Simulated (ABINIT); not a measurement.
Crystal: ZrC.

```
Zr C
1.0
     0.00000    2.36500    2.36500
     2.36500    0.00000    2.36500
     2.36500    2.36500    0.00000
Zr C
1 1
Direct
  0.50000 0.50000 0.50000
  0.00000 0.00000 0.00000
```

Base run:

| Item | Value |
| --- | --- |
| Program | ABINIT 10.8.3 (patched build) |
| Functional | PBEsol |
| Potentials or basis | JTH PAW PBE v2.0 |
| Cutoff | 544 eV |
| k mesh | 13 × 13 × 13 |
| Occupations | fermi-dirac, width 0.05 eV |
| Spin | no spin polarisation |

Its results: band gap on the k mesh none (metal or under the smearing width); pressure -8.7 GPa.

Problem. The run is repeated on the same cell with these changes: functional from PBEsol to PBE. What comes out?

Solution. Band gap on the k mesh none (metal or under the smearing width); pressure -3.1 GPa.

PBE binds less tightly than PBEsol, so the same cell stands under more pressure.

Caveats: the PAW data sets were made with another functional, which shifts forces and pressure a little (some runs).
